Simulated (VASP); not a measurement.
# BP in VASP: a series of runs

The runs below take BP through single point, with PBEsol.

Program: VASP 6.6.1. These are calculated values, not measurements. Logs are shortened: lines on timing, memory, paths and dates and some standing lists are left out, and cuts for length are marked.

### Step 1. The structure

The cell holds a slab with vacuum, 10 atoms: a = 3.196 Å, b = 3.196 Å, c = 16.091 Å, α = 90.00°, β = 90.00°, γ = 120.00°.

### Step 2. Single point, PBEsol

INCAR reads:

```
SYSTEM = BP
  PREC = Accurate
  ENCUT = 520
  EDIFF = 1E-7
  ISMEAR = 0
  SIGMA = 0.05
  LREAL = .False.
  LASPH = .True.
  NELM = 100
  ALGO = Normal
  ISIF = 2
  LWAVE = .False.
  LCHARG = .False.
  LDIPOL = .True.
  IDIPOL = 3
  DIPOL = 0.5 0.5 0.500
  GGA = PS
  NBANDS = 31
```

KPOINTS reads:

```
regular mesh
0
Gamma
  9 9 1
  0 0 0
```

POSCAR reads:

```
BP
1.0
    3.1962448201      0.0000000000      0.0000000000
   -1.5981224101      2.7680292109      0.0000000000
    0.0000000000      0.0000000000     16.0913226116
P B
5 5
Direct
    0.0000000000      0.0000000000      0.1553632390
    0.3333333333      0.6666666667      0.3175452442
    0.6666666667      0.3333333333      0.4797272494
    0.0000000000      0.0000000000      0.6419092545
    0.3333333333      0.6666666667      0.8040912597
    0.3333333333      0.6666666667      0.1959087403
    0.6666666667      0.3333333333      0.3580907455
    0.0000000000      0.0000000000      0.5202727506
    0.3333333333      0.6666666667      0.6824547558
    0.6666666667      0.3333333333      0.8446367610
```

Potentials or basis: VASP PAW PBE potentials, release 64 (P, B).

Started as:

```bash
$ cat potpaw_PBE.64/P/POTCAR potpaw_PBE.64/B/POTCAR > POTCAR
$ mpirun -np 1 vasp_std > vasp.out
```

OUTCAR:

```text
SYSTEM = BP
   PREC = Accurate
   ENCUT = 520
   EDIFF = 1E-7
   ISMEAR = 0
   LREAL = .False.
   LASPH = .True.
   NELM = 100
   ISIF = 2
   GGA = PS

 ion  position               nearest neighbor table
   1  0.000  0.000  0.155-   6 1.96   6 1.96   6 1.96
   2  0.333  0.667  0.318-   7 1.96   7 1.96   6 1.96   7 1.96
   3  0.667  0.333  0.480-   8 1.96   8 1.96   8 1.96   7 1.96
   4  0.000  0.000  0.642-   9 1.96   8 1.96   9 1.96   9 1.96
   5  0.333  0.667  0.804-  10 1.96  10 1.96   9 1.96  10 1.96
   6  0.333  0.667  0.196-   1 1.96   2 1.96   1 1.96   1 1.96
   7  0.667  0.333  0.358-   2 1.96   2 1.96   3 1.96   2 1.96
   8  0.000  0.000  0.520-   3 1.96   3 1.96   3 1.96   4 1.96
   9  0.333  0.667  0.682-   4 1.96   5 1.96   4 1.96   4 1.96
  10  0.667  0.333  0.845-   5 1.96   5 1.96   5 1.96

  LATTYP: Found a hexagonal cell.
 ALAT       =     3.1962448201
 C/A-ratio  =     5.0344462071

  Lattice vectors:

 A1 = (   3.1962448201,   0.0000000000,   0.0000000000)
 A2 = (  -1.5981224101,   2.7680292109,   0.0000000000)
 A3 = (   0.0000000000,   0.0000000000,  16.0913226116)

Analysis of symmetry for initial positions (statically):
=====================================================================
 Subroutine PRICEL returns:
 Original cell was already a primitive cell.

 Routine SETGRP: Setting up the symmetry group for a
 hexagonal supercell.

 Subroutine GETGRP returns: Found  6 space group operations
 (whereof  6 operations were pure point group operations)
 out of a pool of 24 trial point group operations.

The static configuration has the point symmetry C_3v.

Analysis of symmetry for dynamics (positions and initial velocities):
=====================================================================
 Subroutine PRICEL returns:
 Original cell was already a primitive cell.

 Routine SETGRP: Setting up the symmetry group for a
 hexagonal supercell.

 Subroutine GETGRP returns: Found  6 space group operations
 (whereof  6 operations were pure point group operations)
 out of a pool of 24 trial point group operations.

The dynamic configuration has the point symmetry C_3v.

 Subroutine INISYM returns: Found  6 space group operations
 (whereof  6 operations are pure point group operations),
 and found     1 'primitive' translations

----------------------------------------------------------------------------------------

                                     Primitive cell

  volume of cell :     142.3647

  direct lattice vectors                    reciprocal lattice vectors
     3.196244820  0.000000000  0.000000000     0.312867148  0.180633932  0.000000000
    -1.598122410  2.768029211  0.000000000     0.000000000  0.361267864  0.000000000
     0.000000000  0.000000000 16.091322612     0.000000000  0.000000000  0.062145296

  length of vectors
     3.196244820  3.196244820 16.091322612     0.361267864  0.361267864  0.062145296

  position of ions in fractional coordinates (direct lattice)
     0.000000000  0.000000000  0.155363239
     0.333333333  0.666666667  0.317545244
     0.666666667  0.333333333  0.479727249
     0.000000000  0.000000000  0.641909254
     0.333333333  0.666666667  0.804091260
     0.333333333  0.666666667  0.195908740
     0.666666667  0.333333333  0.358090746
     0.000000000  0.000000000  0.520272751
     0.333333333  0.666666667  0.682454756
     0.666666667  0.333333333  0.844636761

  ion indices of the primitive-cell ions
   primitive index   ion index
                 1           1
                 2           2
                 3           3
                 4           4
                 5           5
                 6           6
                 7           7
                 8           8
                 9           9
                10          10

----------------------------------------------------------------------------------------

 KPOINTS: regular mesh

Automatic generation of k-mesh.
 Grid dimensions read from file:
 generate k-points for:    9    9    1

 Generating k-lattice:

  Cartesian coordinates                     Fractional coordinates (reciprocal lattice)
     0.034763016  0.020070437  0.000000000     0.111111111  0.000000000  0.000000000
     0.000000000  0.040140874  0.000000000     0.000000000  0.111111111  0.000000000
     0.000000000  0.000000000  0.062145296     0.000000000  0.000000000  1.000000000

  Length of vectors
     0.040140874  0.040140874  0.062145296

  Shift w.r.t. Gamma in fractional coordinates (k-lattice)
     0.000000000  0.000000000  0.000000000

 Subroutine IBZKPT returns following result:
 ===========================================

 Found     12 irreducible k-points:

 Following reciprocal coordinates:
            Coordinates               Weight
  0.000000  0.000000  0.000000      1.000000
  0.111111  0.000000  0.000000      6.000000
  0.222222  0.000000  0.000000      6.000000
  0.333333  0.000000  0.000000      6.000000
  0.444444  0.000000  0.000000      6.000000
  0.111111  0.111111  0.000000      6.000000
  0.222222  0.111111  0.000000     12.000000
  0.333333  0.111111  0.000000     12.000000
  0.444444  0.111111  0.000000      6.000000
  0.222222  0.222222  0.000000      6.000000
  0.333333  0.222222  0.000000     12.000000
  0.333333  0.333333  0.000000      2.000000
   k-points           NKPTS =     12   k-points in BZ     NKDIM =     12   number of bands    NBANDS=     31
   number of dos      NEDOS =    301   number of ions     NIONS =     10
   total plane-waves  NPLWV =  69120
   dimension x,y,z NGX =    24 NGY =   24 NGZ =  120
   dimension x,y,z NGXF=    48 NGYF=   48 NGZF=  240
   ions per type =               5   5
   NGX,Y,Z   is equivalent  to a cutoff of  12.48, 12.48, 12.40 a.u.
   NGXF,Y,Z  is equivalent  to a cutoff of  24.97, 24.97, 24.80 a.u.
 SYSTEM =  BP
   PREC   = accura    normal or accurate (medium, high low for compatibility)
   ISTART =      0    job   : 0-new  1-cont  2-samecut
   ICHARG =      2    charge: 1-file 2-atom 10-const
   ISPIN  =      1    spin polarized calculation?
   LNONCOLLINEAR =      F non collinear calculations
   LSORBIT =      F    spin-orbit coupling
   LASPH  =      T    aspherical Exc in radial PAW
   ENCUT  =  520.0 eV  38.22 Ry    6.18 a.u.   5.94  5.94 29.92*2*pi/ulx,y,z
   NELM   =    100;   NELMIN=  2; NELMDL= -5     # of ELM steps
   EDIFF  = 0.1E-06   stopping-criterion for ELM
   LREAL  =      F    real-space projection
   EDIFFG = 0.1E-05   stopping-criterion for IOM
   NSW    =      0    number of steps for IOM
   IBRION =     -1    ionic relax: 0-MD 1-quasi-New 2-CG
   NFREE  =      0    steps in history (QN), initial steepest desc. (CG)
   ISIF   =      2    stress and relaxation
   ISYM   =      2    0-nonsym 1-usesym 2-fastsym
   POTIM  = 0.5000    time-step for ionic-motion
   TEBEG  =    0.0;   TEEND  =   0.0 temperature during run
   PSTRESS=    0.0 pullay stress
   NELECT =      40.0000    total number of electrons
   NUPDOWN=      -1.0000    fix difference up-down
   EMIN   =  10.00;   EMAX   =-10.00  energy-range for DOS
   EFERMI =   0.00;   METHOD = LEGACY
   ISMEAR =     0;   SIGMA  =   0.05  broadening in eV -4-tet -1-fermi 0-gaus
   EFERMI_NEDOS =   21; number of points for ismear=-14 and -15
   IALGO  =     38    algorithm
   IMIX   =      4    mixing-type and parameters
     AMIX     =   0.40;   BMIX     =  1.00
     AMIX_MAG =   1.60;   BMIX_MAG =  1.00
  volume/ion in A,a.u.               =      14.24        96.07
  Fermi-wavevector in a.u.,A,eV,Ry     =   1.072245  2.026249 15.642744  1.149709
  Thomas-Fermi vector in A             =   2.208009
   LORBIT       =      0    0 simple, 1 ext, 2 COOP (PROOUT), +10 PAW based schemes
   GGA     = PS    functional components
   LHFCALC =     F    Hartree Fock is set to
   AEXX    =    0.0000 exact exchange contribution
   IVDW    =     0    specifies the selected vdW correction
   LEPSILON=     F    determine dielectric tensor
   LRPA    =     F    only Hartree local field effects (RPA)
 non-spin polarized calculation
 Gauss-broadening in eV      SIGMA  =   0.05
  energy-cutoff  :      520.00
  volume of cell :      142.36
 maximum number of plane-waves:      3876
 NGX is ok and might be reduce to    24
   NGX = 11   NGY = 11   NGZ = 59

 dipolmoment           0.000000      0.000000      0.040544 electrons x Angstroem

 number of electron      40.0000002 magnetization

 dipolmoment           0.000000      0.000000     -0.047223 electrons x Angstroem

 Free energy of the ion-electron system (eV)
  ---------------------------------------------------
  ext. energy  EPLUGINS =         0.00000000
  ---------------------------------------------------
  free energy    TOTEN  =       -65.00734783 eV

  energy without entropy =      -64.99293849  energy(sigma->0) =      -65.00014316

 E-fermi :   5.2124     XC(G=0):  -9.7211

 val. band max:        5.2022067083   @ k =   0.4444   0.1111   0.0000
 cond. band min:       5.2192245739   @ k =   0.3333   0.3333   0.0000
 fundamental gap:      0.0170178656
 Fermi energy:         5.2124128713

 k-point     1 :       0.0000    0.0000    0.0000
  band No.  band energies     occupation
      1     -10.6040      2.00000
      2      -9.8990      2.00000
      3      -9.0632      2.00000
      4      -8.1620      2.00000
      5      -7.1021      2.00000
      6      -3.5349      2.00000
[... 23 lines left out ...]
     30       9.5798      0.00000
     31       9.8176      0.00000

 k-point     2 :       0.1111    0.0000    0.0000
  band No.  band energies     occupation
      1     -10.4047      2.00000
      2      -9.7017      2.00000
      3      -8.8689      2.00000
      4      -7.9727      2.00000
      5      -6.9127      2.00000
      6      -3.3731      2.00000
[... 23 lines left out ...]
     30      10.2397      0.00000
     31      10.2994      0.00000

 k-point     3 :       0.2222    0.0000    0.0000
  band No.  band energies     occupation
      1      -9.8144      2.00000
      2      -9.1190      2.00000
      3      -8.2980      2.00000
      4      -7.4220      2.00000
      5      -6.3592      2.00000
      6      -2.9523      2.00000
[... 23 lines left out ...]
     30      10.8986      0.00000
     31      11.5964      0.00000

 k-point     4 :       0.3333    0.0000    0.0000
  band No.  band energies     occupation
      1      -8.8669      2.00000
      2      -8.1935      2.00000
      3      -7.4104      2.00000
      4      -6.6069      2.00000
      5      -5.5237      2.00000
      6      -2.9399      2.00000
[... 23 lines left out ...]
     30      10.5322      0.00000
     31      11.4489      0.00000

 k-point     5 :       0.4444    0.0000    0.0000
  band No.  band energies     occupation
      1      -7.7068      2.00000
      2      -7.1463      2.00000
      3      -6.5690      2.00000
      4      -6.0726      2.00000
      5      -4.8528      2.00000
      6      -3.9233      2.00000
[... 23 lines left out ...]
     30      10.3085      0.00000
     31      11.2709      0.00000
[... 134 lines left out ...]
     30      10.4887      0.00000
     31      11.3209      0.00000

 k-point    10 :       0.2222    0.2222    0.0000
  band No.  band energies     occupation
      1      -8.3173      2.00000
      2      -7.6624      2.00000
      3      -6.9131      2.00000
      4      -6.1774      2.00000
      5      -5.0583      2.00000
      6      -2.9780      2.00000
[... 23 lines left out ...]
     30      11.4705      0.00000
     31      11.6901      0.00000

 k-point    11 :       0.3333    0.2222    0.0000
  band No.  band energies     occupation
      1      -7.1977      2.00000
      2      -6.6720      2.00000
      3      -6.1782      2.00000
      4      -5.7979      2.00000
      5      -4.4376      2.00000
      6      -3.4932      2.00000
[... 23 lines left out ...]
     30      11.4954      0.00000
     31      11.9707      0.00000

 k-point    12 :       0.3333    0.3333    0.0000
  band No.  band energies     occupation
      1      -6.3990      2.00000
      2      -6.1873      2.00000
      3      -6.1833      2.00000
      4      -5.7491      2.00000
      5      -4.1650      2.00000
      6      -3.2396      2.00000
[... 23 lines left out ...]
     30      12.4258      0.00000
     31      13.1596      0.00000

------------------------ aborting loop because EDIFF is reached ----------------------------------------

 vacuum level on the upper side and lower side of the slab       (xc-potential included)        -2.960        -1.993

  FORCE on cell =-STRESS in cart. coord.  units (eV):
  Direction    XX          YY          ZZ          XY          YZ          ZX
  --------------------------------------------------------------------------------------
  -------------------------------------------------------------------------------------
  Total       -0.7112873     -0.7112873     -2.2141854      0.0000000     -0.0000000     -0.0000000
  in kB       -8.0048501     -8.0048501    -24.9185131      0.0000000     -0.0000000     -0.0000000
  external PRESSURE =     -13.6427378 kB  Pullay stress =       0.0000000 kB

 VOLUME and BASIS-vectors are now :
 -----------------------------------------------------------------------------
  energy-cutoff  :      520.00
  volume of cell :      142.36
      direct lattice vectors                 reciprocal lattice vectors
     3.196244820  0.000000000  0.000000000     0.312867148  0.180633932  0.000000000
    -1.598122410  2.768029211  0.000000000     0.000000000  0.361267864  0.000000000
     0.000000000  0.000000000 16.091322612     0.000000000  0.000000000  0.062145296

 POSITION                                       TOTAL-FORCE (eV/Angst)
 -----------------------------------------------------------------------------------
      0.00000      0.00000      2.50000         0.000000      0.000000      0.745644
     -0.00000      1.84535      5.10972         0.000000      0.000000      0.072386
      1.59812      0.92268      7.71945         0.000000      0.000000      0.028565
      0.00000      0.00000     10.32917        -0.000000     -0.000000      0.205835
     -0.00000      1.84535     12.93889        -0.000000      0.000000      2.524118
     -0.00000      1.84535      3.15243        -0.000000      0.000000     -0.784627
      1.59812      0.92268      5.76215        -0.000000      0.000000     -0.082189
      0.00000      0.00000      8.37188        -0.000000      0.000000     -0.077383
     -0.00000      1.84535     10.98160        -0.000000      0.000000     -0.474516
      1.59812      0.92268     13.59132         0.000000     -0.000000     -2.157834
 -----------------------------------------------------------------------------------
    total drift:                               -0.000000      0.000000     -0.030962

  FREE ENERGIE OF THE ION-ELECTRON SYSTEM (eV)
  ---------------------------------------------------
  free  energy   TOTEN  =       -65.0073478262 eV

  energy  without entropy=      -64.9929384926  energy(sigma->0) =      -65.00014316

 vacuum level on the upper side and lower side of the slab         7.467         8.465
```

Run time: 48 s. Hardware: 1 thread of Intel Xeon Platinum 8559C (Emerald Rapids), shared host; peak memory 0.25 GiB.

What came out:

```yaml
Free_energy: -65.0073 eV
Largest_force: 2.524 eV/Å
Band_gap_on_the_k_mesh: none (metal or under the smearing width)
```

Forces on the atoms (eV/Å):
```
P    0.000  0.000  0.746
P    0.000  0.000  0.072
P    0.000  0.000  0.029
P    0.000  0.000  0.206
P    0.000  0.000  2.524
B    0.000  0.000 -0.785
B    0.000  0.000 -0.082
B    0.000  0.000 -0.077
B    0.000  0.000 -0.475
B    0.000  0.000 -2.158
```

Caveat: the PAW data sets were made with another functional, which shifts forces and pressure a little.

[end of part 1 of 2]
